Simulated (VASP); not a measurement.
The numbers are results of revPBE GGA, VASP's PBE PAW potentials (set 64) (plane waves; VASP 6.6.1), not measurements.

A VASP calculation is set up with these files.

**KPOINTS**
```
k-points along high-symmetry lines
15
Line-mode
Reciprocal
  0.000000   0.000000   0.000000 ! GAMMA
  0.000000   0.500000   0.000000 ! X

  0.000000   0.500000   0.000000 ! X
  0.500000   0.500000   0.000000 ! M

  0.500000   0.500000   0.000000 ! M
  0.000000   0.000000   0.000000 ! GAMMA

  0.000000   0.000000   0.000000 ! GAMMA
  0.500000   0.500000   0.500000 ! R

  0.500000   0.500000   0.500000 ! R
  0.000000   0.500000   0.000000 ! X

  0.500000   0.500000   0.500000 ! R
  0.500000   0.500000   0.000000 ! M
```

POSCAR:
```
CsI
1
    4.8260639680     0.0000000000     0.0000000000
    0.0000000000     4.8260639680     0.0000000000
    0.0000000000     0.0000000000     4.8260639680
Cs I
1 1
Direct
  0.0000000000   0.0000000000   0.0000000000
  0.5000000000   0.5000000000   0.5000000000
```

INCAR:
```
LMAXMIX  =  4   # l cut-off of mixed one-centre charges
ICHARG  =  11   # fixed density
EDIFF  =  1E-7   # SCF stop (eV)
NELM  =  100   # most electronic steps
ISMEAR  =  0
ENCUT  =  520   # plane-wave cut-off (eV)
ALGO  =  Normal   # blocked Davidson
GGA  =  RE
SYSTEM  =  CsI
LORBIT  =  11   # lm-projected
LREAL  =  .FALSE.
SIGMA  =  0.05   # width (eV)
PREC  =  Accurate
LWAVE  =  .FALSE.
LASPH  =  .TRUE.   # aspherical one-centre terms
LCHARG  =  .FALSE.
```

POTCAR, in this order: Cs_sv I (PBE.64 set). Program: vasp_std. Read from the step before: CHGCAR.

What VASP printed:

OUTCAR:
```
 ion  position               nearest neighbor table
   1  0.000  0.000  0.000-
   2  0.500  0.500  0.500-
  LATTYP: Found a simple cubic cell.
 ALAT       =     4.8260639680
 Subroutine PRICEL returns:
 Original cell was already a primitive cell.
 Subroutine GETGRP returns: Found 48 space group operations
The static configuration has the point symmetry O_h .
The dynamic configuration has the point symmetry O_h .
 Subroutine INISYM returns: Found 48 space group operations
   k-points           NKPTS =     90   k-points in BZ     NKDIM =     90   number of bands    NBANDS=     12
   number of dos      NEDOS =    301   number of ions     NIONS =      2
   total plane-waves  NPLWV =  46656
   dimension x,y,z NGX =    36 NGY =   36 NGZ =   36
   dimension x,y,z NGXF=    72 NGYF=   72 NGZF=   72
   ions per type =               1   1
   PREC   = accura    normal or accurate (medium, high low for compatibility)
   ISTART =      0    job   : 0-new  1-cont  2-samecut
   ICHARG =     11    charge: 1-file 2-atom 10-const
   ISPIN  =      1    spin polarized calculation?
   LNONCOLLINEAR =      F non collinear calculations
   LSORBIT =      F    spin-orbit coupling
   INIWAV =      1    electr: 0-lowe 1-rand  2-diag
   ENCUT  =  520.0 eV  38.22 Ry    6.18 a.u.   8.97  8.97  8.97*2*pi/ulx,y,z
   NELM   =    100;   NELMIN=  2; NELMDL= -5     # of ELM steps
   EDIFF  = 0.1E-06   stopping-criterion for ELM
   LREAL  =      F    real-space projection
   NLSPLINE    = F    spline interpolate recip. space projectors
   LMAXMIX     =    4 max onsite mixed and CHGCAR
   VOSKOWN=      0    Vosko Wilk Nusair interpolation
   EDIFFG = 0.1E-05   stopping-criterion for IOM
   NSW    =      0    number of steps for IOM
   NBLOCK =      1;   KBLOCK =      1    inner block; outer block
   IBRION =     -1    ionic relax: 0-MD 1-quasi-New 2-CG
   NFREE  =      0    steps in history (QN), initial steepest desc. (CG)
   ISIF   =      2    stress and relaxation
   ISYM   =      2    0-nonsym 1-usesym 2-fastsym
   TEIN   =    0.0    initial temperature
   TEBEG  =    0.0;   TEEND  =   0.0 temperature during run
...
```

OSZICAR:
```
       N       E                     dE             d eps       ncg     rms          rms(c)
DAV:   1     0.959843508464E+02    0.95984E+02   -0.60435E+03  2160   0.107E+03
DAV:   2     0.318613528338E+01   -0.92798E+02   -0.87707E+02  3240   0.164E+02
DAV:   3    -0.493371749728E+01   -0.81199E+01   -0.80968E+01  2728   0.563E+01
DAV:   4    -0.506296226398E+01   -0.12924E+00   -0.12920E+00  2600   0.870E+00
DAV:   5    -0.506473369693E+01   -0.17714E-02   -0.17713E-02  2692   0.105E+00
DAV:   6    -0.506478658760E+01   -0.52891E-04   -0.52890E-04  2896   0.161E-01
DAV:   7    -0.506478777404E+01   -0.11864E-05   -0.11864E-05  2708   0.219E-02
DAV:   8    -0.506478782455E+01   -0.50514E-07   -0.50525E-07  2404   0.397E-03
   1 F= -.50647878E+01 E0= -.50647878E+01  d E =-.922360E-17
```

**OUTCAR**
```
 val. band max:        0.0308126463   @ k =   0.5000   0.5000   0.0000

 cond. band min:       3.6828394122   @ k =   0.0000   0.0000   0.0000



 k-point     1 :       0.0000    0.0000    0.0000
  band No.  band energies     occupation
      1     -20.6588      2.00000
      2     -10.3657      2.00000
      3      -7.3867      2.00000
      4      -7.3867      2.00000
      5      -7.3867      2.00000
      6      -0.0657      2.00000
      7      -0.0657      2.00000
      8      -0.0657      2.00000
      9       3.6828      0.00000
     10       4.5714      0.00000
     11       4.5714      0.00000
     12       7.4618      0.00000

 k-point     2 :       0.0000    0.0357    0.0000
  band No.  band energies     occupation
      1     -20.6587      2.00000
      2     -10.3655      2.00000
      3      -7.3881      2.00000
      4      -7.3863      2.00000
      5      -7.3863      2.00000
      6      -0.0838      2.00000
      7      -0.0665      2.00000
      8      -0.0665      2.00000
      9       3.7081      0.00000
     10       4.5780      0.00000
     11       4.5925      0.00000
     12       7.4605      0.00000

 k-point     3 :       0.0000    0.0714    0.0000
  band No.  band energies     occupation
      1     -20.6583      2.00000
      2     -10.3652      2.00000
      3      -7.3922      2.00000
      4      -7.3852      2.00000
      5      -7.3852      2.00000
      6      -0.1358      2.00000
      7      -0.0687      2.00000
      8      -0.0687      2.00000
      9       3.7817      0.00000
     10       4.5978      0.00000
     11       4.6554      0.00000
     12       7.4559      0.00000

 k-point     4 :       0.0000    0.1071    0.0000
  band No.  band energies     occupation
      1     -20.6577      2.00000
      2     -10.3647      2.00000
      3      -7.3988      2.00000
      4      -7.3834      2.00000
      5      -7.3834      2.00000
      6      -0.2160      2.00000
      7      -0.0724      2.00000
...
```

The density is held fixed in this step, so its total energy and stress have no physical meaning. Unless said otherwise, spin-orbit coupling is left out, though it shifts the bands of the heavy elements here.

The compound is CsI in the CsCl type structure. It was relaxed first, which changed the volume by +18 %.
